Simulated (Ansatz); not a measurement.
# TiO (P-62m) in Ansatz: equation of state, part 2 of 2

Ansatz 0.2.0.

**5. Single point, PBEsol, 10.32 Å³/atom**

input.yaml

```yaml
crystal:
  lattice:
    - [4.989087772, 0.0, 0.0]
    - [-2.494543886, 4.3206767523, 0.0]
    - [0.0, 0.0, 2.87331344]
  atoms:
    - { symbol: Ti, position: [0.0, 0.0, 0.0] }
    - { symbol: Ti, position: [0.3333333333, 0.6666666667, 0.5] }
    - { symbol: Ti, position: [0.6666666667, 0.3333333333, 0.5] }
    - { symbol: O, position: [0.0, 0.39444076, 0.0] }
    - { symbol: O, position: [0.39444076, 0.0, 0.0] }
    - { symbol: O, position: [0.60555924, 0.60555924, 0.0] }
hamiltonian:
  xc: pbesol
  pseudopotentials: { kind: paw }
kpoints:
  mp_grid: { grid: [6, 6, 9] }
scf:
  occupations: { method: fermi_dirac, width: 0.05 }
output:
  forces: true
  stress: true
  eigenvalues: true
```

The run is started by

```bash
> ansatz run input.yaml --threads 2 --pin off --max-ram 5632MiB --backend cpu --events-out ev --progress --plain --runs-dir out
```

It took 1.8 s on 2 threads of Intel Xeon 6975P-C (Granite Rapids), shared host; peak memory 0.39 GiB.

It converged, with:

| Quantity | Value |
| --- | --- |
| Free energy | -9112.8049 eV |
| Pressure | -5.8 GPa |
| Largest force | 0.029 eV/Å |
| Band gap on the k mesh | none (metal or under the smearing width) |

Caveat: the pressure holds a Pulay correction of +0.6 GPa for the finite cutoff; semilocal functionals often make such compounds metallic where correlation or magnetic order opens a gap, which also shifts bond lengths; the PAW data sets come from PBE, with cores solved anew for the run's functional, which leaves a small shift of forces and pressure.

**6. Single point, PBEsol, 10.53 Å³/atom (volume scaled by 1.02)**

input.yaml: that of step 5 with these lines changed.

```diff
@@ -2,5 +2,5 @@
   lattice:
-    - [4.989087772, 0.0, 0.0]
-    - [-2.494543886, 4.3206767523, 0.0]
-    - [0.0, 0.0, 2.87331344]
+    - [5.0221290513, 0.0, 0.0]
+    - [-2.5110645256, 4.3492913395, 0.0]
+    - [0.0, 0.0, 2.8923425604]
   atoms:
```

Potentials or basis: Ansatz PAW.

The run is started by

```bash
> ansatz run input.yaml --threads 2 --pin off --max-ram 5632MiB --backend cpu --events-out ev --progress --plain --runs-dir out
```

Wall time 1.9 s (2 threads of Intel Xeon 6975P-C (Granite Rapids), shared host); peak memory 0.39 GiB.

The run converged. Its results:

```
Free energy            : -9112.7445 eV
Pressure               : -9.9 GPa
Largest force          : 0.088 eV/Å
Band gap on the k mesh : none (metal or under the smearing width)
```

Caveat: the pressure holds a Pulay correction of +0.6 GPa for the finite cutoff; semilocal functionals often make such compounds metallic where correlation or magnetic order opens a gap, which also shifts bond lengths; the PAW data sets come from PBE, with cores solved anew for the run's functional, which leaves a small shift of forces and pressure.

**7. Single point, PBEsol, 10.74 Å³/atom (volume scaled by 1.04)**

input.yaml: that of step 6 with these lines changed.

```diff
@@ -2,5 +2,5 @@
   lattice:
-    - [5.0221290513, 0.0, 0.0]
-    - [-2.5110645256, 4.3492913395, 0.0]
-    - [0.0, 0.0, 2.8923425604]
+    - [5.0547411927, 0.0, 0.0]
+    - [-2.5273705963, 4.3775342825, 0.0]
+    - [0.0, 0.0, 2.9111245319]
   atoms:
```

Potentials or basis: Ansatz PAW.

The run is started by

```bash
> ansatz run input.yaml --threads 2 --pin off --max-ram 5632MiB --backend cpu --events-out ev --progress --plain --runs-dir out
```

What it wrote:

```text
Warning: RAYON_NUM_THREADS=2 ignored (pool sized by the plan → 2); use --threads N
Engine: ansatz 0.2.0, x86_64-unknown-linux-gnu
Pseudopotentials: kind: paw
Pseudopotential: Ti, paw, valence charge 12, recommended cutoff 420 eV (normal), Ti.paw.azcp
Pseudopotential: O, paw, valence charge 6, recommended cutoff 420 eV (normal), O.paw.azcp
Functional definition: PBEsol
  exchange = pbesol_x
  correlation = pbesol_c
Crystal: 6 atoms, lattice volume = 64.415 Å³
Basis set: ecut = 420 eV, 1263 PW (Γ), exchange–correlation on 72×72×40 points (8 copies of the dense FFT grid, shifted against one another)
Bands: 33, of which v1, the nominal top of the filled ones, is band 27 counted from 1 (26 counted from 0)
Symmetry: 12 space group operations
Space group: P-62m (ITA 189), of the structure as read, at distance tolerance 4.0e-5 Å
k-points: 35 of 324 (time reversal used)
Non-local potential: Ti, projectors of the file, l = 0: 3, l = 1: 2, l = 2: 3, l = 3: 1
Non-local potential: O, projectors of the file, l = 0: 2, l = 1: 2, l = 2: 1
PAW form: soft (Blöchl's): semilocal exchange-correlation on the pseudo side does not see the compensation charge
PAW frozen core: Ti, regenerated for the run's functional, and the local potential with it (the file was generated under x = pbe(κ = 0.804, μ = 0.2195149727645171), c = pbe(β = 0.06672455060314922))
PAW frozen core: O, regenerated for the run's functional, and the local potential with it (the file was generated under x = pbe(κ = 0.804, μ = 0.2195149727645171), c = pbe(β = 0.06672455060314922))
PAW one-centre angular grid: Ti, 590 points (default); XC on 64 Gauss nodes
PAW one-centre angular grid: O, 110 points (default); XC on 64 Gauss nodes
Initial density: superposition of atomic densities (neutral atoms: chi_scale 0, normalization atom), corrected by the library's trained network
Initial wavefunctions: pseudopotential atomic-orbital guess
Functional: x = pbesol(κ = 0.804, μ = 0.12345679012345678), c = pbesol(β = 0.046)
SCF iter   1: F=—  HF=-9112.678752 eV  |F-HF|=—  |Δ(HF+E_count)|=         —  Δρ=1.42e-2  dr2=9.07e-2  ethr=1.77e-3  ⟨swp⟩=4.5  Hψ=4470  notcnv=0
preconditioner: auto → Kerker (q_TF=auto, 2.649 Å⁻¹)  [metal: Δε(μ)=0.079 eV  Ē_g=9.589 eV  σ=0.050 eV  W_gap=0.37  n_scr=26 (ndim 8)  ℏωp=25.3 eV  f_vac=0.000  D(μ)=0.63/eV (n_scr^D=0)]
SCF iter   2: F=—  HF=-9112.657022 eV  |F-HF|=—  |Δ(HF+E_count)|=   2.17e-2  Δρ=5.56e-3  dr2=1.64e-2  ethr=1.68e-4  ⟨swp⟩=2.1  Hψ=2057  notcnv=0
SCF iter   3: F=—  HF=-9112.654077 eV  |F-HF|=—  |Δ(HF+E_count)|=   2.95e-3  Δρ=1.81e-3  dr2=2.19e-3  ethr=3.03e-5  ⟨swp⟩=2.5  Hψ=1998  notcnv=0
SCF iter   4: F=—  HF=-9112.653715 eV  |F-HF|=—  |Δ(HF+E_count)|=   3.62e-4  Δρ=5.07e-4  dr2=1.87e-4  ethr=4.06e-6  ⟨swp⟩=2.7  Hψ=1706  notcnv=0
SCF iter   5: F=—  HF=-9112.653674 eV  |F-HF|=—  |Δ(HF+E_count)|=   4.04e-5  Δρ=1.60e-4  dr2=1.60e-5  ethr=3.47e-7  ⟨swp⟩=2.2  Hψ=1818  notcnv=0
SCF iter   6: F=—  HF=-9112.653582 eV  |F-HF|=—  |Δ(HF+E_count)|=   9.23e-5  Δρ=3.33e-5  dr2=8.15e-7  ethr=2.97e-8  ⟨swp⟩=2.2  Hψ=1736  notcnv=0
SCF iter   7: F=-9112.653582 eV  HF=-9112.653582 eV  |F-HF|=3.42e-8  |Δ(HF+E_count)|=   9.27e-8  Δρ=8.78e-6  dr2=6.51e-8  ethr=1.85e-10  ⟨swp⟩=6.3  Hψ=4442  notcnv=0
SCF 1 converged in 7 iterations: F = -9112.653582 eV  dr2 = 6.51e-8
SCF converged after 7 iterations
Free energy (F): -9112.653582 eV
Harris-Foulkes:  -9112.653582 eV  (|F-HF|=3.42e-8)
Internal energy: -9112.647778 eV  (E = F + TS)
E sigma→0 (E₀):  -9112.650680 eV
Entropy (-TS):   -0.005804 eV (-0.967 meV/atom)
Fermi energy:    15.155273 eV
--- Per-component energies (eV) ---
  E_band       = -402.895545
  E_kinetic    = 1343.447182
  E_local      = -3088.917050  (includes V_loc(G=0)·N_el)
  E_nonlocal   = 170.282025
  E_hartree    = 1218.329830
  E_xc         = -510.887580
  E_vxc        = -648.225687  (∫ρ·V_xc dr)
  E_paw        = -3523.217216  (= ΣΔE_a)
  E_vpaw       = -616.150015  (= ΣTr[D̂ρ^β])
  E_aug_tail   = 0.007531  (compensation charges beyond the density's cutoff)
  E_ewald      = -4722.216516
  E_core_change = 0.524017  (= ΣΔE_core)
  E_smearing   = -0.005804  (= −TS)
  E_closure    = -0.000000  (closes the sum)
  Σ components = -9112.653582   (vs F -9112.653582, Δ=0.00e0)
--- Forces (eV/Å), atoms counted from 1 ---
  atom   1  Ti    -0.00000000     0.00000000     0.00000000
  atom   2  Ti     0.00000000     0.00000000     0.00000000
  atom   3  Ti    -0.00000000     0.00000000     0.00000000
  atom   4  O      0.07164149    -0.12408671     0.00000000
  atom   5  O     -0.14328299     0.00000000     0.00000000
  atom   6  O      0.07164149     0.12408671     0.00000000
  max |Σ_I F_I| component: 8.33e-17 eV/Å
--- Stress (GPa, compression-positive) ---
      -13.075141       0.000000       0.000000
        0.000000     -13.075141       0.000000
        0.000000       0.000000     -14.440369
  P = ⅓ Tr σ = -13.5302 GPa (-135.302 kbar)
--- Band table (eV; the first three rows and the last of 35) ---
  k-point 0: bands = ["-42.9104", "-42.8419", "-42.3843", "-19.4376", "-19.4376", "-19.1841", "-19.1747", "-19.1747", "-19.1061", "-18.8896", "-18.8896", "-18.3518", "-6.5474", "-5.1071", "-5.1071", "6.1337", "7.7453", "7.7453", "8.7063", "8.7063", "8.8001", "9.4856", "9.4856", "9.7659", "11.8572", "14.3487", "14.3809", "14.3809", "15.4481", "15.4481", "15.8762", "15.8762", "16.2691"]
  k-point 1: bands = ["-42.9044", "-42.8366", "-42.3799", "-19.4236", "-19.4236", "-19.2485", "-19.1635", "-19.1635", "-19.1559", "-18.8906", "-18.8906", "-18.3930", "-6.4337", "-5.1267", "-5.1267", "6.3316", "7.6631", "7.6631", "8.6049", "8.6049", "8.8448", "9.1795", "9.4435", "9.4435", "12.4664", "14.2206", "14.2206", "14.6195", "15.6783", "15.6783", "15.9907", "15.9907", "16.3581"]
  k-point 2: bands = ["-42.8894", "-42.8232", "-42.3687", "-19.4084", "-19.3877", "-19.3877", "-19.2806", "-19.1334", "-19.1334", "-18.8949", "-18.8949", "-18.4964", "-6.1413", "-5.1777", "-5.1777", "6.8471", "7.4531", "7.4531", "8.0042", "8.3331", "8.3331", "9.1450", "9.4061", "9.4061", "13.6085", "13.9425", "13.9425", "15.3884", "15.9635", "15.9635", "16.0751", "16.0751", "16.5972"]
  k-point 34: bands = ["-42.8294", "-42.8294", "-42.3476", "-19.6205", "-19.6205", "-19.3602", "-19.1928", "-19.1928", "-19.0303", "-18.9010", "-18.9010", "-18.6758", "-5.4446", "-5.3095", "-5.3095", "7.0302", "7.0302", "7.4176", "7.4176", "7.5675", "7.9343", "8.5187", "9.6058", "9.6058", "13.7653", "13.8252", "13.8252", "16.2406", "16.2406", "16.5159", "16.5222", "16.5222", "16.6632"]
```

Run time: 1.9 s. Hardware: 2 threads of Intel Xeon 6975P-C (Granite Rapids), shared host; peak memory 0.4 GiB.

What came out:

| Property | Result |
| --- | --- |
| Free energy | -9112.6536 eV |
| Pressure | -13.5 GPa |
| Largest force | 0.143 eV/Å |
| Band gap on the k mesh | none (metal or under the smearing width) |

Caveat: the pressure holds a Pulay correction of +0.6 GPa for the finite cutoff; semilocal functionals often make such compounds metallic where correlation or magnetic order opens a gap, which also shifts bond lengths; the PAW data sets come from PBE, with cores solved anew for the run's functional, which leaves a small shift of forces and pressure.

**8. Single point, PBEsol, 10.94 Å³/atom (volume scaled by 1.06)**

input.yaml: that of step 7 with these lines changed.

```diff
@@ -2,5 +2,5 @@
   lattice:
-    - [5.0547411927, 0.0, 0.0]
-    - [-2.5273705963, 4.3775342825, 0.0]
-    - [0.0, 0.0, 2.9111245319]
+    - [5.0869378645, 0.0, 0.0]
+    - [-2.5434689323, 4.4054174182, 0.0]
+    - [0.0, 0.0, 2.9296672263]
   atoms:
```

The run is started by

```bash
> ansatz run input.yaml --threads 2 --pin off --max-ram 5632MiB --backend cpu --events-out ev --progress --plain --runs-dir out
```

It took 2.1 s on 2 threads of Intel Xeon 6975P-C (Granite Rapids), shared host; peak memory 0.4 GiB.

It converged, with:

```
Free energy            : -9112.5361 eV
Pressure               : -16.8 GPa
Largest force          : 0.195 eV/Å
Band gap on the k mesh : none (metal or under the smearing width)
```

Caveat: the pressure holds a Pulay correction of +0.6 GPa for the finite cutoff; semilocal functionals often make such compounds metallic where correlation or magnetic order opens a gap, which also shifts bond lengths; the PAW data sets come from PBE, with cores solved anew for the run's functional, which leaves a small shift of forces and pressure.

**9. Equation of state, PBEsol**

Potentials or basis: Ansatz PAW.

This step only gathers the single runs of the series.

What came out:

```yaml
Equilibrium_volume: 10.07 Å³/atom
Bulk_modulus_at_fixed_shape_and_positions: 242 GPa
Pressure_derivative_of_the_bulk_modulus: 4.4
```

Energy against volume, from the lowest point:
```csv
volume (Å³/atom),energy (meV/atom)
9.704,10.29
9.910,1.66
10.117,0.00
10.323,4.58
10.529,14.65
10.736,29.80
10.942,49.39
```

Caveat: the cell was scaled at fixed shape and fractional positions, which overstates the stiffness of a crystal with free parameters, most of all of layers and chains.
